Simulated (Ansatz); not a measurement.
# BN: the cost of one run

Computed with Ansatz 0.2.0 (DFT PBE, scalar-relativistic, plane waves, PAW, unless a step's input says otherwise).

### 1 The starting structure

Symmetry: P1, No. 1, triclinic system. Conventional cell: a = 7.230 Å, b = 7.230 Å, c = 7.230 Å, α = 90.00°, β = 90.00°, γ = 90.00°. Around B (site symmetry 1) lie 4 N at 1.47 to 1.67 Å. Around B (site symmetry 1) lie 4 N at 1.55 to 1.63 Å. Around B (site symmetry 1) lie 3 N at 1.48 to 1.63 Å. B (site symmetry 1) is surrounded by 4 N at 1.52 to 1.58 Å. B (site symmetry 1) is surrounded by 4 N at 1.56 to 1.61 Å. B (site symmetry 1) has 4 N at 1.40 to 1.61 Å as nearest neighbours. B (site symmetry 1) is surrounded by 4 N at 1.49 to 1.69 Å. B (site symmetry 1) is surrounded by 4 N at 1.56 to 1.59 Å. Only part of the 64 independent sites is listed.

Cell or atoms stand a little off a more symmetric structure (F-43m at a tolerance of 0.3 Å), so results at this geometry aren't those of that ideal crystal.

Structure file:

```
B N
1.0
     7.23000    0.00000    0.00000
     0.00000    7.23000    0.00000
     0.00000    0.00000    7.23000
B N
32 32
Direct
  0.01055 0.00784 0.99768
  0.00230 0.25730 0.24935
  0.00472 0.49147 0.48098
  0.00432 0.75122 0.74560
  0.25032 0.00106 0.25509
  0.26211 0.25745 0.49886
  0.25195 0.49652 0.74693
  0.24493 0.75258 0.00493
  0.49615 0.99665 0.50719
  0.49753 0.25855 0.75205
  0.49037 0.49038 0.99461
  0.51780 0.74383 0.24626
  0.75175 0.99913 0.75452
  0.74662 0.25390 0.99348
  0.75051 0.50178 0.25385
  0.75006 0.75781 0.49898
  0.24993 0.25276 0.00170
  0.25671 0.50238 0.25674
  0.25182 0.75487 0.48437
  0.24540 0.99881 0.74411
  0.50243 0.24445 0.25008
  0.50803 0.49985 0.49322
  0.49873 0.74468 0.74936
  0.49660 0.98955 0.00278
  0.75140 0.24518 0.50175
  0.74693 0.51398 0.75704
  0.74066 0.73912 0.00333
  0.74588 0.00312 0.24944
  0.01268 0.24835 0.75222
  0.99043 0.50194 0.00931
  0.99505 0.75177 0.24295
  0.99829 0.00786 0.49306
  0.37001 0.36988 0.38492
  0.38041 0.61602 0.61810
  0.37174 0.87452 0.87942
  0.38567 0.12153 0.13176
  0.63187 0.36829 0.61788
  0.61362 0.62900 0.88573
  0.62233 0.87227 0.12122
  0.62814 0.12025 0.37598
  0.87281 0.38415 0.87981
  0.86793 0.62164 0.12406
  0.87521 0.88959 0.36864
  0.87195 0.12053 0.62394
  0.13162 0.37266 0.12236
  0.12511 0.63053 0.37362
  0.13064 0.87380 0.62352
  0.12547 0.12564 0.87851
  0.62508 0.61675 0.37674
  0.61506 0.87410 0.61979
  0.62377 0.12217 0.88016
  0.62540 0.37433 0.12598
  0.87307 0.62630 0.62326
  0.87966 0.87413 0.86303
  0.86733 0.13306 0.12420
  0.87286 0.37458 0.37733
  0.11621 0.63031 0.88250
  0.11989 0.88143 0.13182
  0.13068 0.12946 0.38465
  0.11952 0.36322 0.62633
  0.37817 0.62936 0.12196
  0.38527 0.86909 0.37388
  0.37803 0.12153 0.63201
  0.36777 0.37738 0.86862
```

The structure rests on an entry of the Crystallography Open Database; cell or positions may have been set otherwise for this series.

### 2 Single point: BN, no spin

Contents of input.yaml:

```yaml
crystal:
  lattice:
    - [7.23, 0.0, 0.0]
    - [0.0, 7.23, 0.0]
    - [0.0, 0.0, 7.23]
  atoms:
    - { symbol: B, position: [0.01054988, 0.00783872, -0.00231689] }
    - { symbol: B, position: [1.00230431, 0.25730419, 0.24934519] }
    - { symbol: B, position: [1.00471528, 0.49146869, 0.48097849] }
    - { symbol: B, position: [1.00431943, 0.75121808, 0.74559819] }
    - { symbol: B, position: [0.25032418, 0.00106427, 0.2550908] }
    - { symbol: B, position: [0.26210857, 0.2574454, 0.49886148] }
    - { symbol: B, position: [0.25194949, 0.49651709, 0.74693302] }
    - { symbol: B, position: [0.24493389, 0.75257603, 0.00492728] }
    - { symbol: B, position: [0.49615115, -0.00334712, 0.50719403] }
    - { symbol: B, position: [0.49752503, 0.25854565, 0.75204571] }
    - { symbol: B, position: [0.49037017, 0.49038299, -0.00539079] }
    - { symbol: B, position: [0.51780442, 0.74382633, 0.24626439] }
    - { symbol: B, position: [0.751754, -0.00087466, 0.75451854] }
    - { symbol: B, position: [0.74661941, 0.25389683, -0.00652035] }
    - { symbol: B, position: [0.75050894, 0.50177862, 0.25385139] }
    - { symbol: B, position: [0.7500634, 0.75781165, 0.49898446] }
    - { symbol: B, position: [0.2499252, 0.25276226, 0.00169663] }
    - { symbol: B, position: [0.25671483, 0.50238022, 0.25673991] }
    - { symbol: B, position: [0.25181866, 0.7548662, 0.48437078] }
    - { symbol: B, position: [0.24539503, -0.0011905, 0.74411047] }
    - { symbol: B, position: [0.50243091, 0.24445256, 0.2500782] }
    - { symbol: B, position: [0.50802648, 0.49985249, 0.49321904] }
    - { symbol: B, position: [0.49872797, 0.74467971, 0.74936222] }
    - { symbol: B, position: [0.49659681, -0.01044673, 0.00278212] }
    - { symbol: B, position: [0.75140344, 0.24518381, 0.50175122] }
    - { symbol: B, position: [0.74692539, 0.51397632, 0.75703725] }
    - { symbol: B, position: [0.7406638, 0.73912335, 0.00333494] }
    - { symbol: B, position: [0.74588185, 0.00311991, 0.24943572] }
    - { symbol: B, position: [0.01267543, 0.24834942, 0.75221931] }
    - { symbol: B, position: [-0.00956863, 0.50194038, 0.00931002] }
    - { symbol: B, position: [-0.00495327, 0.75177011, 0.24295358] }
    - { symbol: B, position: [-0.00170849, 0.00786047, 0.49305961] }
    - { symbol: "N", position: [0.37001395, 0.3698771, 0.38492224] }
    - { symbol: "N", position: [0.38040737, 0.6160244, 0.61810086] }
    - { symbol: "N", position: [0.37173853, 0.87452496, 0.87941677] }
    - { symbol: "N", position: [0.38567116, 0.12152969, 0.13176437] }
    - { symbol: "N", position: [0.63187259, 0.36829493, 0.61787612] }
    - { symbol: "N", position: [0.61361889, 0.62900452, 0.8857269] }
    - { symbol: "N", position: [0.6223271, 0.87227354, 0.12121846] }
    - { symbol: "N", position: [0.62814013, 0.12025366, 0.37597827] }
    - { symbol: "N", position: [0.87280511, 0.38415428, 0.87980508] }
    - { symbol: "N", position: [0.867933, 0.62164208, 0.12406414] }
    - { symbol: "N", position: [0.87520616, 0.88958904, 0.36864336] }
    - { symbol: "N", position: [0.871951, 0.12052812, 0.62394428] }
    - { symbol: "N", position: [0.13162461, 0.37266189, 0.12236349] }
    - { symbol: "N", position: [0.12510663, 0.63053118, 0.37361517] }
    - { symbol: "N", position: [0.13063904, 0.87380087, 0.62352425] }
    - { symbol: "N", position: [0.12546592, 0.12564128, 0.8785126] }
    - { symbol: "N", position: [0.62508431, 0.61675416, 0.37674202] }
    - { symbol: "N", position: [0.6150586, 0.87409662, 0.61979122] }
    - { symbol: "N", position: [0.62377389, 0.12216724, 0.8801629] }
    - { symbol: "N", position: [0.62539513, 0.37433201, 0.12597958] }
    - { symbol: "N", position: [0.87306982, 0.62630432, 0.62325571] }
    - { symbol: "N", position: [0.87966262, 0.87412523, 0.86303369] }
    - { symbol: "N", position: [0.86733043, 0.13305906, 0.12419775] }
    - { symbol: "N", position: [0.87285827, 0.37458236, 0.37732708] }
    - { symbol: "N", position: [0.11620769, 0.63031445, 0.88250304] }
    - { symbol: "N", position: [0.11988599, 0.88142991, 0.13182249] }
    - { symbol: "N", position: [0.13068343, 0.12946359, 0.38464557] }
    - { symbol: "N", position: [0.11951593, 0.36322422, 0.62633471] }
    - { symbol: "N", position: [0.37816912, 0.62935838, 0.12195922] }
    - { symbol: "N", position: [0.38526658, 0.86909118, 0.37388277] }
    - { symbol: "N", position: [0.37802511, 0.12153333, 0.63201342] }
    - { symbol: "N", position: [0.36777473, 0.37738182, 0.86861598] }
  symmetry: { detect: false }
scf:
  occupations: { method: fixed }
  n_extra_bands: 300
output:
  forces: false
  stress: false
  eigenvalues: true
  eigenstates: { kpoints: [[0.0, 0.0, 0.0]], e_range: [-1.5, 11] }
  optics: { e_range: [0, 14], de: 0.05, sigma: 0.15 }
kpoints:
  mp_grid: { grid: [2, 2, 2] }
```

Command:

```bash
> ansatz run input.yaml --threads 8 --pin off --max-ram 22528MiB --backend cpu --events-out ev --progress --plain --runs-dir out
```

What time and memory should one allow on 8 threads of Intel Xeon 6975P-C (Granite Rapids), shared host?

About 16 s, with a peak of 4.8 GiB.
